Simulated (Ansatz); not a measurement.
A relaxed cell of Al is given with its symmetry left out. The cell was found from a structure generator's guess, not taken from experiment.

All numbers below come from DFT PBE, scalar-relativistic, plane waves, PAW (Ansatz). Cutoff 420 eV, Γ-centred mesh, Gaussian smearing, no spin polarisation.

```xyz
2
Lattice="2.8566 0.0000 0.0000 -1.4283 2.4739 0.0000 0.0000 0.0000 4.7098" Properties=species:S:1:pos:R:3 pbc="T T T"
Al    1.4283    0.8246    3.5323
Al    0.0000    1.6493    1.1774
```

Energies count from the standard state of Al at the same level.

**Question.** Find its symmetry and describe it.

**Answer.** P6_3/mmc (No. 194), the hcp type. Conventional cell: a = 2.857 Å, c = 4.710 Å. Around Al lie 12 Al at 2.86–2.87 Å.

**Question.** How far does it lie from the standard state of Al?

**Answer.** +0.03 eV/atom. So it is a metastable form at best.

**Question.** Is it a metal?

**Answer.** Yes, bands cross the Fermi level on the 18×18×4 mesh.

The last run used an 18×18×4 mesh (in the run's order of axes) for its 6-atom cell and Gaussian smearing of 0.10 eV. For metals, differences of a few meV/atom aren't resolved. Symmetry constrained the relaxation, so the result can be a saddle point.
